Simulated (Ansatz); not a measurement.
# SiNi (Pnma) in Ansatz: band structure with PBEsol

Aim: the band structure of SiNi with PBEsol.

All numbers are computed with Ansatz 0.2.0; they aren't measurements. Logs are shortened: lines on timing, memory, paths and dates and some standing lists are left out, and cuts for length are marked.

## (1) Starting point

The structure is orthorhombic, space group Pnma (No. 62). Conventional cell: a = 5.173 Å, b = 3.338 Å, c = 5.605 Å, α = 90.00°, β = 90.00°, γ = 90.00°. Ni (site symmetry m) is surrounded by 6 Si at 2.28 to 2.40 Å. Si (site symmetry m) is surrounded by 6 Ni at 2.28 to 2.40 Å.

## (2) Band structure, PBEsol, collinear spin, ferromagnetic start

input.yaml

```yaml
crystal:
  lattice:
    - [5.1731, 0.0, 0.0]
    - [0.0, 3.3381, 0.0]
    - [0.0, 0.0, 5.6049]
  atoms:
    - { symbol: Ni, position: [0.99221, 0.75, 0.81248], spin: 1.0 }
    - { symbol: Ni, position: [0.50779, 0.25, 0.31248], spin: 1.0 }
    - { symbol: Ni, position: [0.49221, 0.75, 0.68752], spin: 1.0 }
    - { symbol: Ni, position: [0.00779, 0.25, 0.18752], spin: 1.0 }
    - { symbol: Si, position: [0.67872, 0.25, 0.9175] }
    - { symbol: Si, position: [0.82128, 0.75, 0.4175] }
    - { symbol: Si, position: [0.17872, 0.25, 0.5825] }
    - { symbol: Si, position: [0.32128, 0.75, 0.0825] }
hamiltonian:
  xc: pbesol
  pseudopotentials: { kind: paw }
magnetization:
  spin_polarized: true
kpoints:
  mp_grid: { grid: [5, 8, 5] }
  band_path:
    path:
      - [[0.0, 0.0, 0.0], [0.0, -0.5, 0.0], [-0.5, -0.5, 0.0], [-0.5, 0.0, 0.0], [0.0, 0.0, 0.0], [0.0, 0.0, -0.5], [0.0, -0.5, -0.5], [-0.5, -0.5, -0.5], [-0.5, 0.0, -0.5], [0.0, 0.0, -0.5]]
      - [[-0.5, 0.0, 0.0], [-0.5, 0.0, -0.5]]
      - [[0.0, -0.5, -0.5], [0.0, -0.5, 0.0]]
      - [[-0.5, -0.5, 0.0], [-0.5, -0.5, -0.5]]
    npoints: 10
scf:
  occupations: { method: fermi_dirac, width: 0.05 }
  n_extra_bands: 20
output:
  forces: true
  stress: true
  eigenvalues: true
  fatbands: true
```

Potentials or basis: Ansatz PAW.

Run with:

```console
$ ansatz run input.yaml --threads 4 --pin off --max-ram 11264MiB --backend cpu --events-out ev --progress --plain --runs-dir out
```

Output:

```text
Warning: RAYON_NUM_THREADS=4 ignored (pool sized by the plan → 4); use --threads N
scf.n_extra_bands = 20 over 44 filled bands (N_el = 88.0): the run solves 64 bands
Engine: ansatz 0.2.0, aarch64-unknown-linux-gnu
Pseudopotentials: kind: paw
Pseudopotential: Ni, paw, valence charge 18, recommended cutoff 420 eV (normal), Ni.paw.azcp
Pseudopotential: Si, paw, valence charge 4, recommended cutoff 420 eV (normal), Si.paw.azcp
Functional definition: PBEsol
  exchange = pbesol_x
  correlation = pbesol_c
Crystal: 8 atoms, lattice volume = 96.787 Å³
Basis set: ecut = 420 eV, 1905 PW (Γ), exchange–correlation on 72×48×80 points (8 copies of the dense FFT grid, shifted against one another)
Bands: 64, of which v1, the nominal top of the filled ones, is band 44 counted from 1 (43 counted from 0)
Symmetry: 8 space group operations
Space group: Pnma (ITA 62), of the structure as read, at distance tolerance 4.6e-5 Å
Magnetic group: BNS 62.441 (UNI 539), of the structure as read, at distance tolerance 4.6e-5 Å
k-points: 45 of 200
Non-local potential: Ni, projectors of the file, l = 0: 3, l = 1: 2, l = 2: 3, l = 3: 1
Non-local potential: Si, projectors of the file, l = 0: 2, l = 1: 2, l = 2: 2
PAW form: soft (Blöchl's): semilocal exchange-correlation on the pseudo side does not see the compensation charge
PAW frozen core: Ni, regenerated for the run's functional, and the local potential with it (the file was generated under x = pbe(κ = 0.804, μ = 0.2195149727645171), c = pbe(β = 0.06672455060314922))
PAW frozen core: Si, regenerated for the run's functional, and the local potential with it (the file was generated under x = pbe(κ = 0.804, μ = 0.2195149727645171), c = pbe(β = 0.06672455060314922))
PAW one-centre angular grid: Ni, 590 points (default); XC on 64 Gauss nodes
PAW one-centre angular grid: Si, 110 points (default); XC on 64 Gauss nodes
Initial density: superposition of atomic densities (chi_scale 0.1, normalization cell)
Starting moments: Σ|m| = 4 μB on 4 of 8 sites
Initial wavefunctions: pseudopotential atomic-orbital guess
Functional: x = pbesol(κ = 0.804, μ = 0.12345679012345678), c = pbesol(β = 0.046)
SCF iter   1: F=—  HF=-25706.980083 eV  |F-HF|=—  |Δ(HF+E_count)|=         —  Δρ=1.27e-1 (↑1.27e-1 ↓5.12e-2)  dr2=4.79e0  dr2_m=6.34e0  M=0.300 μB ∫|m|=0.535 μB  β_m=0.30  ethr=3.10e-3  ⟨swp⟩=5.7  Hψ=22660  notcnv=0  defer=293
Mixer restart at iter 1: flushing history
preconditioner: auto → Kerker (q_TF=auto, 2.685 Å⁻¹)  [metal: Δε(μ)=0.004 eV  Ē_g=9.921 eV  σ=0.050 eV  W_gap=0.02  n_scr=38 (ndim 8)  ℏωp=28.2 eV  f_vac=0.000  D(μ)=2.90/eV (n_scr^D=20)]
spin=Collinear: Kerker preconditioning applied to the charge; magnetization (m = ρ↑ − ρ↓) channel mixes plain (no charge-response kernel on spin).
SCF iter   2: F=—  HF=-25705.081756 eV  |F-HF|=—  |Δ(HF+E_count)|=    1.90e0  Δρ=8.34e-2 (↑4.79e-2 ↓8.34e-2)  dr2=2.01e0  dr2_m=3.58e0  M=0.180 μB ∫|m|=0.353 μB  β_m=0.43  ethr=3.10e-3  ⟨swp⟩=2.0  Hψ=9276  notcnv=0  defer=1048
SCF iter   3: F=—  HF=-25708.227927 eV  |F-HF|=—  |Δ(HF+E_count)|=    3.15e0  Δρ=5.12e-2 (↑3.28e-2 ↓5.12e-2)  dr2=1.11e0  dr2_m=1.44e0  M=0.098 μB ∫|m|=0.227 μB  β_m=0.72  ethr=2.28e-3  ⟨swp⟩=2.1  Hψ=8398  notcnv=0  defer=1048
SCF iter   4: F=—  HF=-25710.839297 eV  |F-HF|=—  |Δ(HF+E_count)|=    2.61e0  Δρ=2.24e-2 (↑2.19e-2 ↓2.24e-2)  dr2=1.74e0  dr2_m=1.92e-4  M=-0.002 μB ∫|m|=0.019 μB  β_m=0.73  ethr=1.26e-3  ⟨swp⟩=2.7  Hψ=9497  notcnv=0  defer=1075
SCF iter   5: F=—  HF=-25710.544385 eV  |F-HF|=—  |Δ(HF+E_count)|=   2.95e-1  Δρ=6.22e-3 (↑6.22e-3 ↓4.54e-3)  dr2=5.05e-2  dr2_m=7.89e-4  M=0.002 μB ∫|m|=0.010 μB  β_m=0.87  ethr=1.26e-3  ⟨swp⟩=2.2  Hψ=8393  notcnv=0  defer=1074
SCF iter   6: F=—  HF=-25710.554695 eV  |F-HF|=—  |Δ(HF+E_count)|=   1.03e-2  Δρ=2.77e-3 (↑1.02e-3 ↓2.77e-3)  dr2=8.90e-3  dr2_m=8.81e-4  M=-0.003 μB ∫|m|=0.007 μB  β_m=0.92  ethr=5.74e-5  ⟨swp⟩=2.4  Hψ=8727  notcnv=0  defer=1068
SCF iter   7: F=—  HF=-25710.556451 eV  |F-HF|=—  |Δ(HF+E_count)|=   1.76e-3  Δρ=4.18e-4 (↑4.18e-4 ↓2.66e-4)  dr2=3.46e-4  dr2_m=8.13e-6  M=-0.000 μB ∫|m|=0.001 μB  β_m=0.96  ethr=1.01e-5  ⟨swp⟩=2.0  Hψ=8248  notcnv=0  defer=1068
SCF iter   8: F=—  HF=-25710.556415 eV  |F-HF|=—  |Δ(HF+E_count)|=   3.58e-5  Δρ=5.92e-5 (↑5.92e-5 ↓5.89e-5)  dr2=1.30e-5  dr2_m=3.02e-9  M=0.000 μB ∫|m|=0.000 μB  β_m=0.98  ethr=3.93e-7  ⟨swp⟩=1.6  Hψ=7058  notcnv=0  defer=1068
SCF iter   9: F=—  HF=-25710.556415 eV  |F-HF|=—  |Δ(HF+E_count)|=   4.52e-8  Δρ=2.01e-5 (↑2.01e-5 ↓1.83e-5)  dr2=1.14e-6  dr2_m=1.99e-9  M=-0.000 μB ∫|m|=0.000 μB  β_m=0.98  ethr=1.47e-8  ⟨swp⟩=2.3  Hψ=9075  notcnv=0  defer=1068
SCF iter  10: F=—  HF=-25710.556415 eV  |F-HF|=—  |Δ(HF+E_count)|=   2.38e-7  Δρ=8.63e-6 (↑8.23e-6 ↓8.63e-6)  dr2=2.32e-7  dr2_m=6.25e-11  M=-0.000 μB ∫|m|=0.000 μB  β_m=0.99  ethr=1.29e-9  ⟨swp⟩=2.2  Hψ=7889  notcnv=0  defer=1068
SCF iter  11: F=—  HF=-25710.556415 eV  |F-HF|=—  |Δ(HF+E_count)|=   8.32e-9  Δρ=5.02e-6 (↑5.02e-6 ↓5.02e-6)  dr2=7.09e-8  dr2_m=7.75e-13  M=-0.000 μB ∫|m|=0.000 μB  β_m=0.81  ethr=2.63e-10  ⟨swp⟩=1.0  Hψ=5760  notcnv=0  defer=1068
SCF iter  12: F=-25710.556415 eV  HF=-25710.556415 eV  |F-HF|=1.46e-11  |Δ(HF+E_count)|=   9.72e-9  Δρ=1.03e-7 (↑9.71e-8 ↓1.03e-7)  dr2=3.39e-11  dr2_m=1.83e-13  M=-0.000 μB ∫|m|=0.000 μB  ethr=8.06e-11  ⟨swp⟩=8.6  Hψ=27686  notcnv=0
SCF 1 converged in 12 iterations: F = -25710.556415 eV  dr2 = 3.39e-11
WARN: the starting moments were not kept: the SCF closed with an absolute magnetisation of 4.9e-7 μB, where they sum to 4 μB in size (4 sites). That is at most 0.1 of that sum. Measured as dr2_m measures the in/out step, that magnetisation stands 5.4e-14 eV from none, at or under the dr2_threshold of 1.0e-7 eV: it is no larger than a step whose dr2_m would equal this threshold. The system may hold no moment; this SCF shows only that its start led to no more than that. To try another start: raise the starting moments (crystal.atoms[].spin, magnetization.per_species, magnetization.initial_magnetization, or on a non-collinear deck that types none of these the spinor_matrix: blocks that start its atoms; where the total moment is fixed, keep their sum and leave initial_magnetization as it is; typed ones take the place of any that the run laid by itself, positive ones on a crystal's lanthanoids without a Hubbard term where scf.initial_density.shell_occupations: [] is typed) or, if the notice of its spin-set hold's release reads "site moments contracting" or "site moments show no strong build", lengthen the hold (scf.mixing.spin_hold: { on: { confirm: 4 } }; for m-r²SCAN on two components see the key's manual first). Each may lead to a state that holds a moment. A second SCF, from the converged charge density, with the starting moments and any scf.initial_density.shell_occupations laid on it anew, would have followed, and was not run: the deck does not ask for one (magnetization.retry_lost_moments is false, the default). To let it run, set magnetization.retry_lost_moments: true and run the deck again, where that key's refused combinations let it; where memory then withholds it, that run's warning says so.
NSCF: frozen V_eff on 124 k-points
SCF converged after 12 iterations
Magnetization: -0.0000 μB (44.0000 up, 44.0000 down)
Absolute magnetization: 0.0000 μB (∫|ρ↑−ρ↓|, with the PAW one-centre terms)
Spin contamination: 0.0000 ħ² per cell (⟨S²⟩ above its minimum at these occupations)
Per-site moments (μB) at R_I (Å): [(-4.3668569029395826e-8, 0.9395906128967046), (-4.366856895736368e-8, 0.9395906128967049), (-4.366856898501511e-8, 0.9395906128967049), (-4.366856883887664e-8, 0.9395906128967049), (1.2043787678690281e-8, 0.9395906128967049), (1.204378753186687e-8, 0.9395906128967049), (1.2043787634994654e-8, 0.9395906128967049), (1.2043787651038399e-8, 0.9395906128967046)]
Free energy (F): -25710.556415 eV
Harris-Foulkes:  -25710.556415 eV  (|F-HF|=1.46e-11)
Internal energy: -25710.538229 eV  (E = F + TS)
E sigma→0 (E₀):  -25710.547322 eV
Entropy (-TS):   -0.018185 eV (-2.273 meV/atom)
Fermi energy:    14.641868 eV
--- Per-component energies (eV) ---
  E_band       = -1307.251401
  E_kinetic    = 1311.766425
  E_local      = -17841.285089  (includes V_loc(G=0)·N_el)
  E_nonlocal   = 2640.719806
  E_hartree    = 7660.864581
  E_xc         = -566.437425
  E_vxc        = -637.633277  (∫ρ·V_xc dr)
  E_paw        = -8373.968531  (= ΣΔE_a)
  E_vpaw       = -2102.550744  (= ΣTr[D̂ρ^β])
  E_aug_tail   = 0.002146  (compensation charges beyond the density's cutoff)
  E_ewald      = -10543.115540
  E_core_change = 0.915398  (= ΣΔE_core)
  E_smearing   = -0.018185  (= −TS)
  E_closure    = -0.000000  (closes the sum)
  Σ components = -25710.556415   (vs F -25710.556415, Δ=0.00e0)
--- Forces (eV/Å), atoms counted from 1 ---
  atom   1  Ni    -0.01277454    -0.00000000    -0.05189967
  atom   2  Ni     0.01277454    -0.00000000    -0.05189967
  atom   3  Ni    -0.01277454     0.00000000     0.05189967
  atom   4  Ni     0.01277454     0.00000000     0.05189967
  atom   5  Si     0.06597925    -0.00000000    -0.04889625
  atom   6  Si    -0.06597925     0.00000000    -0.04889625
  atom   7  Si     0.06597925    -0.00000000     0.04889625
  atom   8  Si    -0.06597925     0.00000000     0.04889625
  max |Σ_I F_I| component: 1.39e-17 eV/Å
--- Stress (GPa, compression-positive) ---
       -6.081367       0.000000       0.000000
        0.000000      -2.523720      -0.000000
        0.000000      -0.000000      -4.404608
  P = ⅓ Tr σ = -4.3366 GPa (-43.366 kbar)
--- Band table (eV; the first three rows and the last of 90) ---
  k-point 0 ↑: bands = ["-89.0021", "-88.9981", "-88.9979", "-88.9940", "-49.6117", "-49.6061", "-49.5925", "-49.5784", "-49.5650", "-49.5593", "-49.5228", "-49.5199", "-49.5149", "-49.5101", "-49.4980", "-49.4932", "1.5746", "4.9071", "6.2360", "6.7424", "8.0241", "8.5200", "10.2154", "10.6169", "10.6992", "10.7064", "10.7101", "10.7471", "10.9592", "11.2807", "11.5030", "11.6369", "11.7633", "11.9138", "12.1909", "12.2963", "12.3642", "12.4747", "12.5338", "12.6535", "12.7449", "13.4281", "13.6097", "13.6261", "15.1529", "15.8414", "18.0033", "18.6488", "18.7745", "19.3053", "19.5108", "20.7242", "20.9679", "21.3289", "21.4151", "21.5546", "23.0513", "23.6841", "24.4166", "24.5429", "24.8192", "25.3155", "25.4080", "25.6947"]
  k-point 1 ↑: bands = ["-89.0019", "-88.9993", "-88.9967", "-88.9942", "-49.6113", "-49.6068", "-49.5912", "-49.5800", "-49.5641", "-49.5597", "-49.5226", "-49.5202", "-49.5146", "-49.5107", "-49.4974", "-49.4935", "1.7564", "4.1916", "6.6870", "6.8289", "7.9291", "9.0436", "9.6481", "10.4760", "10.5617", "10.6791", "10.7458", "10.9742", "11.0281", "11.3530", "11.5222", "11.5580", "11.8464", "12.0536", "12.1726", "12.1777", "12.2036", "12.4327", "12.4539", "12.6342", "12.9887", "13.2580", "13.6177", "14.1359", "15.4135", "16.3313", "17.3479", "18.3430", "18.8637", "19.0829", "19.1320", "20.7200", "21.1676", "21.3879", "21.5284", "21.5695", "23.4411", "23.4522", "23.5905", "23.7116", "23.9362", "24.9185", "25.8179", "26.0674"]
  k-point 2 ↑: bands = ["-89.0013", "-89.0004", "-88.9956", "-88.9947", "-49.6101", "-49.6084", "-49.5878", "-49.5837", "-49.5624", "-49.5608", "-49.5218", "-49.5209", "-49.5135", "-49.5121", "-49.4960", "-49.4946", "2.2914", "3.1411", "7.0546", "7.1806", "7.8623", "8.5857", "9.8996", "10.2814", "10.7421", "10.8111", "10.8278", "10.9675", "11.2706", "11.4554", "11.4914", "11.5072", "11.8021", "11.8184", "11.9578", "12.0093", "12.3302", "12.4832", "12.5723", "12.6165", "13.0038", "13.1639", "13.9101", "14.9271", "15.1089", "16.2305", "17.3911", "18.0588", "18.7493", "19.1039", "19.9069", "20.4221", "20.4938", "20.5849", "21.5914", "22.0199", "22.0980", "22.8492", "23.1166", "23.3307", "24.6508", "25.1366", "25.5932", "26.7466"]
  k-point 44 ↓: bands = ["-88.9986", "-88.9986", "-88.9973", "-88.9973", "-49.5986", "-49.5986", "-49.5962", "-49.5962", "-49.5500", "-49.5500", "-49.5368", "-49.5368", "-49.5059", "-49.5059", "-49.5044", "-49.5044", "5.7945", "5.7945", "6.0954", "6.0954", "8.0063", "8.0063", "8.5077", "8.5077", "10.8565", "10.8565", "10.9394", "10.9394", "11.1512", "11.1512", "11.3778", "11.3778", "11.8903", "11.8903", "12.0254", "12.0254", "12.4340", "12.4340", "12.5238", "12.5238", "12.7306", "12.7306", "12.7733", "12.7733", "16.2970", "16.2970", "17.1838", "17.1838", "17.8383", "17.8383", "18.5318", "18.5318", "20.0226", "20.0226", "20.5108", "20.5108", "21.6540", "21.6540", "22.4256", "22.4256", "25.2180", "25.2180", "27.2925", "27.2925"]
```

Run time: 33 s. Hardware: 4 threads of Arm Neoverse V1, shared host; peak memory 0.9 GiB.

Results:

| Quantity | Value |
| --- | --- |
| Free energy | -25710.5564 eV |
| Pressure | -4.3 GPa |
| Largest force | 0.082 eV/Å |
| Band gap on the k mesh | none (metal or under the smearing width) |
| Net moment | 0.00 μB per cell |
| Absolute moment | 0.00 μB per cell |

Forces in eV/Å, atoms in the order of the input:
```
Ni  -0.013  0.000 -0.052
Ni   0.013  0.000 -0.052
Ni  -0.013  0.000  0.052
Ni   0.013  0.000  0.052
Si   0.066  0.000 -0.049
Si  -0.066  0.000 -0.049
Si   0.066  0.000  0.049
Si  -0.066  0.000  0.049
```

Levels at the corners of the path, in eV from the Fermi level:
Spin up:
```tsv
point	band 42	band 43	band 44	band 45	band 46	band 47
Γ	-1.21	-1.03	-1.02	0.51	1.20	3.36
X	-1.88	-1.48	-1.48	-0.64	-0.64	1.94
S	-1.73	-1.73	-1.73	0.46	0.46	0.46
Y	-1.89	0.89	0.89	1.15	1.15	3.73
Γ	-1.21	-1.03	-1.02	0.51	1.20	3.36
Z	-1.54	-0.32	-0.32	1.02	1.02	3.25
U	-1.97	-1.74	-1.74	0.09	0.09	1.29
R	-1.89	-1.89	-1.89	2.51	2.51	2.51
T	-1.15	0.65	0.65	2.38	2.38	2.80
Z	-1.54	-0.32	-0.32	1.02	1.02	3.25
Y	-1.89	0.89	0.89	1.15	1.15	3.73
T	-1.15	0.65	0.65	2.38	2.38	2.80
U	-1.97	-1.74	-1.74	0.09	0.09	1.29
X	-1.88	-1.48	-1.48	-0.64	-0.64	1.94
S	-1.73	-1.73	-1.73	0.46	0.46	0.46
R	-1.89	-1.89	-1.89	2.51	2.51	2.51
```
Spin down:
| point | band 41 | band 42 | band 43 | band 44 | band 45 | band 46 | band 47 | band 48 |
| --- | --- | --- | --- | --- | --- | --- | --- | --- |
| Γ | -1.90 | -1.21 | -1.03 | -1.02 | 0.51 | 1.20 | 3.36 | 4.01 |
| X | -1.88 | -1.88 | -1.48 | -1.48 | -0.64 | -0.64 | 1.94 | 1.94 |
| S | -1.73 | -1.73 | -1.73 | -1.73 | 0.46 | 0.46 | 0.46 | 0.46 |
| Y | -1.89 | -1.89 | 0.89 | 0.89 | 1.15 | 1.15 | 3.73 | 3.73 |
| Γ | -1.90 | -1.21 | -1.03 | -1.02 | 0.51 | 1.20 | 3.36 | 4.01 |
| Z | -1.54 | -1.54 | -0.32 | -0.32 | 1.02 | 1.02 | 3.25 | 3.25 |
| U | -1.97 | -1.97 | -1.74 | -1.74 | 0.09 | 0.09 | 1.29 | 1.29 |
| R | -1.89 | -1.89 | -1.89 | -1.89 | 2.51 | 2.51 | 2.51 | 2.51 |
| T | -1.15 | -1.15 | 0.65 | 0.65 | 2.38 | 2.38 | 2.80 | 2.80 |
| Z | -1.54 | -1.54 | -0.32 | -0.32 | 1.02 | 1.02 | 3.25 | 3.25 |
| Y | -1.89 | -1.89 | 0.89 | 0.89 | 1.15 | 1.15 | 3.73 | 3.73 |
| T | -1.15 | -1.15 | 0.65 | 0.65 | 2.38 | 2.38 | 2.80 | 2.80 |
| U | -1.97 | -1.97 | -1.74 | -1.74 | 0.09 | 0.09 | 1.29 | 1.29 |
| X | -1.88 | -1.88 | -1.48 | -1.48 | -0.64 | -0.64 | 1.94 | 1.94 |
| S | -1.73 | -1.73 | -1.73 | -1.73 | 0.46 | 0.46 | 0.46 | 0.46 |
| R | -1.89 | -1.89 | -1.89 | -1.89 | 2.51 | 2.51 | 2.51 | 2.51 |

Caveat: the PAW data sets come from PBE, with cores solved anew for the run's functional, which leaves a small shift of forces and pressure; the starting moments weren't kept.

## (3) The reference run

An earlier run on the cell as given: functional PBEsol; potentials or basis Ansatz PAW; cutoff 420 eV (not typed: the program's choice for these potentials); k mesh 5 × 8 × 5; occupations fermi-dirac, width 0.05 eV; collinear spin, ferromagnetic start; starting moments [1.0, 1.0, 1.0, 1.0, 0.0, 0.0, 0.0, 0.0] μB.

* Pressure: -4.3 GPa
* Largest force: 0.082 eV/Å
* Band gap on the k mesh: none (metal or under the smearing width)
* Net moment: 0.00 μB per cell
* Absolute moment: 0.00 μB per cell
